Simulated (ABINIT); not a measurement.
The system is ZnS.

```
CELL_PARAMETERS angstrom
0.00000 2.70200 2.70200
2.70200 0.00000 2.70200
2.70200 2.70200 0.00000
ATOMIC_POSITIONS crystal
Zn 0.75000 0.75000 0.75000
S 0.00000 0.00000 0.00000
```

- Program: ABINIT 10.8.3 (patched build)
- Task: single point
- Functional: PBE
- Potentials or basis: JTH PAW PBE v2.0
- Cutoff: 599 eV
- k mesh: 9 × 9 × 9
- Occupations: fermi-dirac, width 0.05 eV
- Spin: no spin polarisation

On this cell: pressure 1.4 GPa; largest force zero by symmetry; band gap on the k mesh 2.10 eV, direct.

The same run follows on a disturbed copy (atoms moved at random, drawn with an rms of 0.05 Å):

```xyz
2
Lattice="0.0000 2.7020 2.7020 2.7020 0.0000 2.7020 2.7020 2.7020 0.0000" Properties=species:S:1:pos:R:3 pbc="T T T"
Zn    4.0301    4.0193    4.0083
S     0.0000   -0.0564    0.0076
```

**Question.** What does the disturbed cell give?

**Answer.** The energy moves by +5.9 meV/atom; pressure 1.5 GPa; largest force 0.388 eV/Å; band gap on the k mesh 2.06 eV, direct.

Forces in eV/Å, atoms in the order of the input:
```
Zn   0.161 -0.161  0.314
S   -0.161  0.161 -0.314
```

Stress tensor (GPa, compression positive):
```
 1.51 -1.25  0.63
-1.25  1.51 -0.63
 0.63 -0.63  1.44
```

